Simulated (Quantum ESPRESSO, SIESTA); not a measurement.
This is a calculation of V for SIESTA 5.4.2. 

The input V.fdf:

```
SystemName                      V
SystemLabel                     V
NumberOfSpecies                 1
NumberOfAtoms                   1
%block ChemicalSpeciesLabel
  1  23 V
%endblock ChemicalSpeciesLabel

LatticeConstant                 1.0 Ang
%block LatticeVectors
    -1.5143500000     1.5143500000     1.5143500000
     1.5143500000    -1.5143500000     1.5143500000
     1.5143500000     1.5143500000    -1.5143500000
%endblock LatticeVectors
AtomicCoordinatesFormat         Fractional
%block AtomicCoordinatesAndAtomicSpecies
     0.0000000000     0.0000000000     0.0000000000  1  V
%endblock AtomicCoordinatesAndAtomicSpecies

%block kgrid.MonkhorstPack
   12   0   0  0.0
    0  12   0  0.0
    0   0  12  0.0
%endblock kgrid.MonkhorstPack
XC.Functional                   GGA
XC.Authors                      PBEsol
PAO.BasisSize                   DZP
PAO.EnergyShift                 0.003 Ry
Mesh.Cutoff                     800 Ry
Spin                            polarized
%block DM.InitSpin
    1   2.000
%endblock DM.InitSpin
OccupationFunction              FD
ElectronicTemperature           0.05 eV
MaxSCFIterations                200
SCF.MustConverge                false
SCF.Mixer.Method                Pulay
SCF.Mixer.Weight                0.1
SCF.Mixer.History               10
SCF.DM.Tolerance                5.0e-05
SCF.H.Tolerance                 1.0e-03 eV
WriteForces                     true
Charge.Mulliken                 end
Charge.Hirshfeld                end
Charge.Voronoi                  end
SaveRho                         true
SaveElectrostaticPotential      true
%block PAO.Basis
  V 5
  n=3 0 2
    2.997 0.000
  n=4 0 2
    8.412 0.000
  n=3 1 2
    3.380 0.000
  n=4 1 1
    8.412
  n=3 2 2
    5.772 0.000
%endblock PAO.Basis
```

Potentials or basis: PseudoDojo 0.4 standard (PBEsol files), converted to PSML, two zetas on semicore shells, DZP (energy shift 0.003 Ry; two zetas on semicore shells).

Command:

```console
$ siesta V.fdf > V.out 2>&1
```

Q: Translate it to Quantum ESPRESSO 7.5. Potentials or basis there: GBRV 1.5 PBEsol, cutoff 612 eV.

A: As run (cutoffs and basis follow the program's own potentials, and thresholds, step limits or extra output files can differ):

File pw.in:

```
&CONTROL
  calculation = 'scf'
  prefix = 'pwscf'
  outdir = './tmp'
  pseudo_dir = './pseudo'
  tprnfor = .true.
  tstress = .true.
  disk_io = 'low'
/
&SYSTEM
  ibrav = 0
  nat = 1
  ntyp = 1
  ecutwfc = 45
  ecutrho = 360
  nbnd = 15
  occupations = 'smearing'
  smearing = 'fd'
  degauss = 0.00367493
  nspin = 2
  starting_magnetization(1) = 0.1538
/
&ELECTRONS
  conv_thr = 2d-10
  electron_maxstep = 120
  mixing_beta = 0.3
/
ATOMIC_SPECIES
V     50.9415 v_pbesol_v1.4.uspp.F.UPF
CELL_PARAMETERS angstrom
  -1.5143500000    1.5143500000    1.5143500000
   1.5143500000   -1.5143500000    1.5143500000
   1.5143500000    1.5143500000   -1.5143500000
ATOMIC_POSITIONS crystal
V      0.0000000000    0.0000000000    0.0000000000
K_POINTS automatic
12 12 12 0 0 0
```

File pp_density.in:

```
&INPUTPP
  prefix = 'pwscf'
  outdir = './tmp'
  filplot = 'density.dat'
  plot_num = 0
/
&PLOT
  nfile = 1
  filepp(1) = 'density.dat'
  iflag = 3
  output_format = 6
  fileout = 'density.cube'
/
```

Contents of pp_potential.in:

```
&INPUTPP
  prefix = 'pwscf'
  outdir = './tmp'
  filplot = 'potential.dat'
  plot_num = 11
/
&PLOT
  nfile = 1
  filepp(1) = 'potential.dat'
  iflag = 3
  output_format = 6
  fileout = 'potential.cube'
/
```

File pp_spin.in:

```
&INPUTPP
  prefix = 'pwscf'
  outdir = './tmp'
  filplot = 'spin.dat'
  plot_num = 6
/
&PLOT
  nfile = 1
  filepp(1) = 'spin.dat'
  iflag = 3
  output_format = 6
  fileout = 'spin.cube'
/
```

Potentials or basis: GBRV 1.5 PBEsol.

Command:

```console
$ OMP_NUM_THREADS=1 mpirun -n 2 pw.x -nk 2 -in pw.in > pw.out
$ OMP_NUM_THREADS=1 mpirun -n 1 pp.x -in pp_density.in > pp_density.out
$ OMP_NUM_THREADS=1 mpirun -n 1 pp.x -in pp_potential.in > pp_potential.out
$ OMP_NUM_THREADS=1 mpirun -n 1 pp.x -in pp_spin.in > pp_spin.out
```

Both were run:

|  | SIESTA | Quantum ESPRESSO |
| --- | --- | --- |
| Pressure | -11.7 GPa | -12.2 GPa |
| Net moment | 0.00 μB per cell | 0.00 μB per cell |

The magnetic state is the one that the start led to; the real crystal's order can differ.

The cell lies far from this level's equilibrium.

Pressure is positive in compression.
